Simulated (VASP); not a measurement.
# ZnO (P6_3mc) in VASP: a series of runs

The runs below take ZnO through relaxation of cell and atoms, with PBE.

All numbers are computed with VASP 6.6.1; they aren't measurements. Logs are shortened: lines on timing, memory, paths and dates and some standing lists are left out, and cuts for length are marked.

## Step 1: The crystal as given

It takes space group P6_3mc (No. 186, hexagonal). Conventional cell: a = 3.249 Å, b = 3.249 Å, c = 5.206 Å, α = 90.00°, β = 90.00°, γ = 120.00°. Around Zn (site symmetry 3m) lie 4 O at 1.97 to 1.98 Å. O (site symmetry 3m) is surrounded by 4 Zn at 1.97 to 1.98 Å.

## Step 2: Relaxation of cell and atoms, PBE

Input file INCAR:

```
SYSTEM = ZnO
ALGO = Fast
EDIFF = 1E-7
EDIFFG = -0.002
ENCUT = 520
GGA = PE
IBRION = 2
ISIF = 3
ISMEAR = 0
KPAR = 4
LASPH = .True.
LCHARG = .False.
LREAL = .False.
LWAVE = .False.
NELM = 80
NSW = 80
PREC = Accurate
SIGMA = 0.02
```

Input file KPOINTS:

```
k-points
0
Gamma
  12 12 6
  0 0 0
```

Input file POSCAR:

```
ZnO
1.0
    3.2493080000      0.0000000000      0.0000000000
   -1.6246540000      2.8139832700      0.0000000000
    0.0000000000      0.0000000000      5.2057090000
Zn O
2 2
Direct
    0.3333333300      0.6666666700      0.5000000000
    0.6666666700      0.3333333300      0.0000000000
    0.6666666700      0.3333333300      0.3790100000
    0.3333333300      0.6666666700      0.8790100000
```

Potentials or basis: VASP PAW PBE potentials, release 64 (Zn, O).

The run is started by

```sh
$ cat potpaw_PBE.64/Zn/POTCAR potpaw_PBE.64/O/POTCAR > POTCAR
$ mpirun -np 4 vasp_std > vasp.out
```

OUTCAR:

```text
SYSTEM = ZnO
   EDIFF = 1E-7
   EDIFFG = -0.002
   ENCUT = 520
   GGA = PE
   IBRION = 2
   ISIF = 3
   ISMEAR = 0
   LASPH = .True.
   LREAL = .False.
   NELM = 80
   NSW = 80
   PREC = Accurate

 ion  position               nearest neighbor table
   1  0.333  0.667  0.500-   4 1.97   3 1.98   3 1.98   3 1.98
   2  0.667  0.333  0.000-   3 1.97   4 1.98   4 1.98   4 1.98
   3  0.667  0.333  0.379-   2 1.97   1 1.98   1 1.98   1 1.98
   4  0.333  0.667  0.879-   1 1.97   2 1.98   2 1.98   2 1.98

  LATTYP: Found a hexagonal cell.
 ALAT       =     3.2493080000
 C/A-ratio  =     1.6020977390

  Lattice vectors:

 A1 = (   3.2493080000,   0.0000000000,   0.0000000000)
 A2 = (  -1.6246540000,   2.8139832700,   0.0000000000)
 A3 = (   0.0000000000,   0.0000000000,   5.2057090000)

Analysis of symmetry for initial positions (statically):
=====================================================================
 Subroutine PRICEL returns:
 Original cell was already a primitive cell.

 Routine SETGRP: Setting up the symmetry group for a
 hexagonal supercell.

 Subroutine GETGRP returns: Found 12 space group operations
 (whereof  6 operations were pure point group operations)
 out of a pool of 24 trial point group operations.

The static configuration has the point symmetry C_3v.
 The point group associated with its full space group is C_6v.

Analysis of symmetry for dynamics (positions and initial velocities):
=====================================================================
 Subroutine PRICEL returns:
 Original cell was already a primitive cell.

 Routine SETGRP: Setting up the symmetry group for a
 hexagonal supercell.

 Subroutine GETGRP returns: Found 12 space group operations
 (whereof  6 operations were pure point group operations)
 out of a pool of 24 trial point group operations.

The dynamic configuration has the point symmetry C_3v.
 The point group associated with its full space group is C_6v.

 Subroutine INISYM returns: Found 12 space group operations
 (whereof  6 operations are pure point group operations),
 and found     1 'primitive' translations

----------------------------------------------------------------------------------------

                                     Primitive cell

  volume of cell :      47.5984

  direct lattice vectors                    reciprocal lattice vectors
     3.249308000  0.000000000  0.000000000     0.307757836  0.177684070  0.000000000
    -1.624654000  2.813983270  0.000000000     0.000000000  0.355368140  0.000000000
     0.000000000  0.000000000  5.205709000     0.000000000  0.000000000  0.192096792

  length of vectors
     3.249308000  3.249307998  5.205709000     0.355368140  0.355368140  0.192096792

  position of ions in fractional coordinates (direct lattice)
     0.333333330  0.666666670  0.500000000
     0.666666670  0.333333330  0.000000000
     0.666666670  0.333333330  0.379010000
     0.333333330  0.666666670  0.879010000

  ion indices of the primitive-cell ions
   primitive index   ion index
                 1           1
                 2           2
                 3           3
                 4           4

----------------------------------------------------------------------------------------

 KPOINTS: k-points

Automatic generation of k-mesh.
 Grid dimensions read from file:
 generate k-points for:   12   12    6

 Generating k-lattice:

  Cartesian coordinates                     Fractional coordinates (reciprocal lattice)
     0.025646486  0.014807006  0.000000000     0.083333333  0.000000000  0.000000000
     0.000000000  0.029614012  0.000000000     0.000000000  0.083333333  0.000000000
     0.000000000  0.000000000  0.032016132     0.000000000  0.000000000  0.166666667

  Length of vectors
     0.029614012  0.029614012  0.032016132

  Shift w.r.t. Gamma in fractional coordinates (k-lattice)
     0.000000000  0.000000000  0.000000000

 Subroutine IBZKPT returns following result:
 ===========================================

 Found     76 irreducible k-points:

 Following reciprocal coordinates:
            Coordinates               Weight
  0.000000  0.000000  0.000000      1.000000
  0.083333  0.000000  0.000000      6.000000
  0.166667  0.000000  0.000000      6.000000
  0.250000  0.000000  0.000000      6.000000
  0.333333  0.000000  0.000000      6.000000
  0.416667  0.000000  0.000000      6.000000
[... 16 lines left out ...]
  0.250000  0.000000  0.166667     12.000000
  0.333333  0.000000  0.166667     12.000000
 [... further k-points ...]
   k-points           NKPTS =     76   k-points in BZ     NKDIM =     76   number of bands    NBANDS=     22
   number of dos      NEDOS =    301   number of ions     NIONS =      4
   total plane-waves  NPLWV =  23040
   dimension x,y,z NGX =    24 NGY =   24 NGZ =   40
   dimension x,y,z NGXF=    48 NGYF=   48 NGZF=   80
   ions per type =               2   2
   NGX,Y,Z   is equivalent  to a cutoff of  12.28, 12.28, 12.77 a.u.
   NGXF,Y,Z  is equivalent  to a cutoff of  24.56, 24.56, 25.55 a.u.
 SYSTEM =  ZnO
   PREC   = accura    normal or accurate (medium, high low for compatibility)
   ISTART =      0    job   : 0-new  1-cont  2-samecut
   ICHARG =      2    charge: 1-file 2-atom 10-const
   ISPIN  =      1    spin polarized calculation?
   LNONCOLLINEAR =      F non collinear calculations
   LSORBIT =      F    spin-orbit coupling
   LASPH  =      T    aspherical Exc in radial PAW
   ENCUT  =  520.0 eV  38.22 Ry    6.18 a.u.   6.04  6.04  9.68*2*pi/ulx,y,z
   NELM   =     80;   NELMIN=  2; NELMDL= -5     # of ELM steps
   EDIFF  = 0.1E-06   stopping-criterion for ELM
   LREAL  =      F    real-space projection
   EDIFFG = -.2E-02   stopping-criterion for IOM
   NSW    =     80    number of steps for IOM
   IBRION =      2    ionic relax: 0-MD 1-quasi-New 2-CG
   NFREE  =      1    steps in history (QN), initial steepest desc. (CG)
   ISIF   =      3    stress and relaxation
   ISYM   =      2    0-nonsym 1-usesym 2-fastsym
   POTIM  = 0.5000    time-step for ionic-motion
   TEBEG  =    0.0;   TEEND  =   0.0 temperature during run
   PSTRESS=    0.0 pullay stress
   NELECT =      36.0000    total number of electrons
   NUPDOWN=      -1.0000    fix difference up-down
   EMIN   =  10.00;   EMAX   =-10.00  energy-range for DOS
   EFERMI =   0.00;   METHOD = LEGACY
   ISMEAR =     0;   SIGMA  =   0.02  broadening in eV -4-tet -1-fermi 0-gaus
   EFERMI_NEDOS =   21; number of points for ismear=-14 and -15
   IALGO  =     68    algorithm
   IMIX   =      4    mixing-type and parameters
     AMIX     =   0.40;   BMIX     =  1.00
     AMIX_MAG =   1.60;   BMIX_MAG =  1.00
  volume/ion in A,a.u.               =      11.90        80.30
  Fermi-wavevector in a.u.,A,eV,Ry     =   1.491574  2.818667 30.270160  2.224794
  Thomas-Fermi vector in A             =   2.604212
   LORBIT       =      0    0 simple, 1 ext, 2 COOP (PROOUT), +10 PAW based schemes
   GGA     = PE    functional components
   LHFCALC =     F    Hartree Fock is set to
   AEXX    =    0.0000 exact exchange contribution
   IVDW    =     0    specifies the selected vdW correction
   LEPSILON=     F    determine dielectric tensor
   LRPA    =     F    only Hartree local field effects (RPA)
 conjugate gradient relaxation of ions
 non-spin polarized calculation
 RMM-DIIS sequential band-by-band and
 Gauss-broadening in eV      SIGMA  =   0.02
  energy-cutoff  :      520.00
  volume of cell :       47.60
 maximum number of plane-waves:      1302
   NGX = 13   NGY = 13   NGZ = 19

--------------------------------------- Ionic step        1  -------------------------------------------

 number of electron      36.0000017 magnetization

 Free energy of the ion-electron system (eV)
  ---------------------------------------------------
  ext. energy  EPLUGINS =         0.00000000
  ---------------------------------------------------
  free energy    TOTEN  =       -17.82239378 eV

  energy without entropy =      -17.82239378  energy(sigma->0) =      -17.82239378

------------------------ aborting loop because EDIFF is reached ----------------------------------------

  FORCE on cell =-STRESS in cart. coord.  units (eV):
  Direction    XX          YY          ZZ          XY          YZ          ZX
  --------------------------------------------------------------------------------------
  -------------------------------------------------------------------------------------
  Total        1.5829048      1.5829048      2.1069319      0.0000000     -0.0000000      0.0000000
  in kB       53.2810904     53.2810903     70.9200114      0.0000000     -0.0000000      0.0000000
  external PRESSURE =      59.1607307 kB  Pullay stress =       0.0000000 kB
[... 95 lines left out ...]
  FREE ENERGIE OF THE ION-ELECTRON SYSTEM (eV)
  ---------------------------------------------------
  free  energy   TOTEN  =       -17.8599546864 eV

  energy  without entropy=      -17.8599546864  energy(sigma->0) =      -17.85995469

[... ionic steps 4 to 11 ...]

--------------------------------------- Ionic step       12  -------------------------------------------

 number of electron      36.0000037 magnetization

------------------------ aborting loop because EDIFF is reached ----------------------------------------

  FORCE on cell =-STRESS in cart. coord.  units (eV):
  Direction    XX          YY          ZZ          XY          YZ          ZX
  --------------------------------------------------------------------------------------
  -------------------------------------------------------------------------------------
  Total       -0.0173825     -0.0173825     -0.0118268      0.0000000      0.0000000      0.0000000
  in kB       -0.5609580     -0.5609580     -0.3816690      0.0000000      0.0000000      0.0000000
  external PRESSURE =      -0.5011950 kB  Pullay stress =       0.0000000 kB
[... 61 lines left out ...]
  energy  without entropy=      -17.8600838561  energy(sigma->0) =      -17.86008386

--------------------------------------- Ionic step       14  -------------------------------------------

 number of electron      36.0000037 magnetization

 Free energy of the ion-electron system (eV)
  ---------------------------------------------------
  ext. energy  EPLUGINS =         0.00000000
  ---------------------------------------------------
  free energy    TOTEN  =       -17.86008478 eV

  energy without entropy =      -17.86008478  energy(sigma->0) =      -17.86008478

 E-fermi :   1.0001     XC(G=0): -10.6912

 val. band max:        0.8383577033   @ k =   0.0000   0.0000   0.0000
 cond. band min:       1.5567692388   @ k =   0.0000   0.0000   0.0000
 fundamental gap:      0.7184115355
 Fermi energy:         1.0001423701

 k-point     1 :       0.0000    0.0000    0.0000
  band No.  band energies     occupation
      1     -16.9292      2.00000
      2     -16.2714      2.00000
      3      -4.6699      2.00000
      4      -4.6699      2.00000
      5      -4.6313      2.00000
      6      -4.4960      2.00000
[... 574 lines left out ...]
      6      -4.2946      2.00000
[... 14 lines left out ...]
     21       8.9958      0.00000
     22       9.5445      0.00000

 [... further k-points ...]

------------------------ aborting loop because EDIFF is reached ----------------------------------------

  FORCE on cell =-STRESS in cart. coord.  units (eV):
  Direction    XX          YY          ZZ          XY          YZ          ZX
  --------------------------------------------------------------------------------------
  -------------------------------------------------------------------------------------
  Total       -0.0076521     -0.0076521      0.0015503      0.0000000      0.0000000      0.0000000
  in kB       -0.2470471     -0.2470471      0.0500510      0.0000000      0.0000000      0.0000000
  external PRESSURE =      -0.1480144 kB  Pullay stress =       0.0000000 kB
[... 19 lines left out ...]
  FREE ENERGIE OF THE ION-ELECTRON SYSTEM (eV)
  ---------------------------------------------------
  free  energy   TOTEN  =       -17.8600847770 eV

  energy  without entropy=      -17.8600847770  energy(sigma->0) =      -17.86008478

 reached required accuracy - stopping structural energy minimisation
```

Wall time 60 s (4 MPI ranks of Intel Xeon 6975P-C (Granite Rapids), shared host); peak memory 0.22 GiB.

What came out:

- Free energy: -17.8601 eV
- Relaxed volume: 12.41 Å³/atom
- Relaxed cell: a = 3.287 Å, b = 3.287 Å, c = 5.304 Å, α = 90.00°, β = 90.00°, γ = 120.00°
- Space group after relaxing (to 0.05 Å): P6_3mc (No. 186)
- Energy gained by relaxing: 9.4 meV/atom
- Ionic steps: 14
- Pressure after relaxing: 0.0 GPa
- Band gap on the k mesh: 0.72 eV, direct

Step by step:
| step | energy change (eV) | largest force (eV/Å) | pressure (GPa) | volume (Å³) |
| --- | --- | --- | --- | --- |
| 1 | 0.0000 | 0.0740 | 5.92 | 47.60 |
| 2 | -0.0285 | 0.0277 | -2.67 | 50.69 |
| 3 | -0.0376 | 0.0017 | -0.01 | 49.64 |
| 4 | -0.0375 | 0.0029 | -0.18 | 49.68 |
| 5 | -0.0376 | 0.0100 | 0.11 | 49.58 |
| 6 | -0.0376 | 0.0084 | 0.06 | 49.60 |
| 7 | -0.0376 | 0.0093 | 0.00 | 49.62 |
| 8 | -0.0377 | 0.0103 | -0.02 | 49.63 |
| 9 | -0.0377 | 0.0122 | -0.04 | 49.64 |
| 10 | -0.0377 | 0.0116 | 0.00 | 49.64 |
| 11 | -0.0377 | 0.0012 | -0.06 | 49.65 |
| 12 | -0.0377 | 0.0011 | -0.05 | 49.65 |
| 13 | -0.0377 | 0.0015 | 0.03 | 49.62 |
| 14 | -0.0377 | 0.0006 | -0.01 | 49.63 |

Final structure:
```yaml
crystal:
  lattice:
    - [3.28680, 0.00000, 0.00000]
    - [-1.64340, 2.84645, 0.00000]
    - [0.00000, 0.00000, 5.30436]
  atoms:
    - { symbol: Zn, position: [0.33333, 0.66667, 0.49997] }
    - { symbol: Zn, position: [0.66667, 0.33333, 0.99997] }
    - { symbol: O, position: [0.66667, 0.33333, 0.37904] }
    - { symbol: O, position: [0.33333, 0.66667, 0.87904] }
```

Levels at points of the mesh, in eV from the valence-band top:
| k point | band 15 | band 16 | band 17 | band 18 | band 19 | band 20 | band 21 | band 22 |
| --- | --- | --- | --- | --- | --- | --- | --- | --- |
| (0.00, 0.00, 0.00) | -0.75 | -0.08 | 0.00 | 0.00 | 0.72 | 5.07 | 8.05 | 12.69 |
| (0.50, 0.00, 0.00) | -2.70 | -2.12 | -1.22 | -0.79 | 5.60 | 6.81 | 7.52 | 8.22 |
| (0.00, 0.00, 0.50) | -0.37 | -0.37 | -0.37 | -0.37 | 3.35 | 3.35 | 9.89 | 9.89 |
| (0.50, 0.00, 0.50) | -1.42 | -1.42 | -1.31 | -1.31 | 5.63 | 5.63 | 8.19 | 8.19 |

PBE usually gives volumes a little too large and moduli too small. Zero-point motion and thermal expansion aren't in these numbers.

## Step 3: Relaxation of cell and atoms, PBE

This run uses another cell than the first one, of 12.41 Å³/atom, 1.043 times its volume.

INCAR is that of step 2.

KPOINTS is that of step 2.

Input file POSCAR:

```
ZnO                                     
1.0
    3.2867983301      0.0000000000      0.0000000000
   -1.6433991651      2.8464508482     -0.0000000000
    0.0000000000      0.0000000000      5.3043643856
  Zn              O             
     2     2
Direct
     0.3333333300000021    0.6666666699999979    0.4999656171473293
     0.6666666699999979    0.3333333300000021    0.9999656171473293
     0.6666666699999979    0.3333333300000021    0.3790443828526716
     0.3333333300000021    0.6666666699999979    0.8790443828526716
```

Potentials or basis: VASP PAW PBE potentials, release 64 (Zn, O).

The run is started by

```sh
$ cat potpaw_PBE.64/Zn/POTCAR potpaw_PBE.64/O/POTCAR > POTCAR
$ mpirun -np 4 vasp_std > vasp.out
```

Wall time 29 s (4 MPI ranks of Intel Xeon 6975P-C (Granite Rapids), shared host); peak memory 0.21 GiB.

It converged, with:

- Free energy: -17.8622 eV
- Relaxed volume: 12.41 Å³/atom
- Relaxed cell: a = 3.287 Å, b = 3.287 Å, c = 5.306 Å, α = 90.00°, β = 90.00°, γ = 120.00°
- Space group after relaxing (to 0.05 Å): P6_3mc (No. 186)
- Energy gained by relaxing: 0.0 meV/atom
- Ionic steps: 10
- Pressure after relaxing: 0.0 GPa
- Band gap on the k mesh: 0.72 eV, direct

Final structure:
```
CELL_PARAMETERS angstrom
3.28679 0.00000 0.00000
-1.64339 2.84644 0.00000
0.00000 0.00000 5.30597
ATOMIC_POSITIONS crystal
Zn 0.33333 0.66667 0.49996
Zn 0.66667 0.33333 0.99996
O 0.66667 0.33333 0.37905
O 0.33333 0.66667 0.87905
```

Levels at points of the mesh, in eV from the valence-band top:
```tsv
k point	band 16	band 17	band 18	band 19	band 20	band 21
(0.00, 0.00, 0.00)	-0.08	0.00	0.00	0.72	5.07	8.05
(0.50, 0.00, 0.00)	-2.12	-1.22	-0.79	5.59	6.81	7.51
(0.00, 0.00, 0.50)	-0.37	-0.37	-0.37	3.34	3.34	9.88
(0.50, 0.00, 0.50)	-1.42	-1.31	-1.31	5.63	5.63	8.19
```
